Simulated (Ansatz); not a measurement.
WC:

```
W C
1.0
     0.00000    2.19268    2.19268
     2.19268    0.00000    2.19268
     2.19268    2.19268    0.00000
W C
1 1
Direct
  0.00000 0.00000 0.00000
  0.50000 0.50000 0.50000
```

Measurements of this composition are mostly on another form, of space group No. 187.

Base run:

```yaml
Program: Ansatz 0.2.0
Functional: PBEsol
Potentials_or_basis: all-electron LAPW, scalar-relativistic
Cutoff: 336 eV
Density_cutoff: 1344 eV
Basis_error_allowed: 0.001 eV/atom
k_mesh: 10 × 10 × 10
Occupations: fermi-dirac, width 0.05 eV
Spin: no spin polarisation
```

Its results: band gap on the k mesh none (metal or under the smearing width); pressure -10.2 GPa.

Question: The run is repeated on the same cell with these changes: hubbard terms from none to W d U = 6 eV. What comes out?

Answer: Band gap on the k mesh none (metal or under the smearing width); pressure -9.2 GPa.

Caveats: U is the effective U less J, on atomic orbitals that reach past the spheres (some runs); U without spin polarisation on a metal has little footing (some runs); the U is typed as a test and isn't derived for this compound (some runs).

Not every run made on this cell is shown here.
